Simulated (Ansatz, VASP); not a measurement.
Mo: VASP beside Ansatz

```
CELL_PARAMETERS angstrom
0.00000 2.02526 2.18789
2.02526 0.00000 2.18789
2.02526 2.02526 0.00000
ATOMIC_POSITIONS crystal
Mo 0.00000 0.00000 0.00000
```

Alike in both runs: task single point; functional PBE; k mesh 22 × 22 × 22; occupations gaussian, width 0.15 eV; no spin polarisation.

|  | VASP | Ansatz |
| --- | --- | --- |
| version | VASP 6.6.1 | Ansatz 0.2.0 |
| potentials or method | VASP PAW PBE potentials, release 64 (Mo_sv) | scalar-relativistic, plane waves, PAW |
| plane-wave cutoff (eV) | 520 | 420 |
| valence electrons in the cell | 14 | 14 |

```tsv
	VASP	Ansatz	Ansatz less VASP
gap on the k mesh at the Fermi level (eV)	none	none	-
pressure (GPa)	-21.0	-21.3	-0.34
largest component of the traceless stress (GPa)	5.52	5.54	+0.015
```

A gap of «none» marks a metal or a gap that the smearing closes.

Caveats: so large a pressure means that the cell lies far from this level's equilibrium, or that cutoff or potentials fall short (VASP).
